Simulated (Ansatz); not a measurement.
Here is an Ansatz 0.2.0 calculation.

File input.yaml:

```yaml
crystal:
  lattice:
    - [3.0292, 0.0, 0.0]
    - [-1.5146, 2.6233641531, 0.0]
    - [0.0, 0.0, 3.2284]
  atoms:
    - { symbol: Ti, position: [0.0, 0.0, 0.0] }
    - { symbol: B, position: [0.6666666667, 0.3333333333, 0.5] }
    - { symbol: B, position: [0.3333333333, 0.6666666667, 0.5] }
hamiltonian:
  xc: { exchange: pbe, correlation: pbe, exx: { coeff: 0.1 } }
  pseudopotentials: { kind: paw }
kpoints:
  mp_grid: { grid: [6, 6, 5] }
scf:
  occupations: { method: fermi_dirac, width: 0.05 }
output:
  forces: true
  stress: true
  eigenvalues: true
```

Potentials or basis: Ansatz PAW.

Run with:

```sh
$ ansatz run input.yaml --threads 2 --pin off --max-ram 5632MiB --backend cpu --events-out ev --progress --plain --runs-dir out
```

**Question.** What does it give for the band gap on the k mesh?

**Answer.** None (metal or under the smearing width).

**Question.** What does it give for the pressure?

**Answer.** -1.8 GPa.

Stress tensor (GPa, compression positive):
```
-1.01  0.00  0.00
 0.00 -1.01  0.00
 0.00  0.00 -3.31
```

Caveat: the k mesh is coarse (spacing up to 0.40 Å⁻¹), so the values aren't converged, least of all with exact exchange; the PAW data sets come from PBE, with cores solved anew for the run's functional, which leaves a small shift of forces and pressure; the thresholds are loose for stress.
